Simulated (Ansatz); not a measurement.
This ZnO structure is the end of a relaxation. The cell was found from a structure generator's guess, not taken from experiment.

Level of theory: DFT PBE, scalar-relativistic, plane waves, PAW (Ansatz). Cutoff 420 eV, Γ-centred mesh, Gaussian smearing, no spin polarisation.

```
Zn O
1.0
     2.84849    0.00000    0.00000
     0.00000    2.84849    0.00000
     0.00000    0.00000    4.75141
Zn O
1 1
Cartesian
  0.0000 0.0000 2.3757
  1.4242 1.4242 2.3757
```

The zero of energy is the elements' standard structures at the same level (O₂ as a molecule); no fitted shifts are applied.

Problem. Find its symmetry and describe it.

Solution. P4/mmm (No. 123). Conventional cell: a = 2.848 Å, c = 4.751 Å. Around Zn lie 4 O at 2.01 Å; around O lie 4 Zn at 2.01 Å.

Problem. What is its formation energy per atom?

Solution. −1.048 eV/atom.

Problem. Is it a metal?

Solution. No, the gap on the 12×12×8 mesh is 0.22 eV.

The last run used a 12×12×8 mesh (in the run's order of axes) for its 2-atom cell and Gaussian smearing of 0.01 eV. Weakly bound directions are ill-defined at this level, which has no dispersion term. Kohn–Sham gaps at this level usually fall short of measured ones. Small gaps are read on the mesh alone, and bands can cross between its points. A structure relaxed within its symmetry needn't be a true minimum. Another cell of ZnO relaxed alike, in P4_2/mmc, lies 56 meV/atom lower, so this cell isn't the stable form at this level.
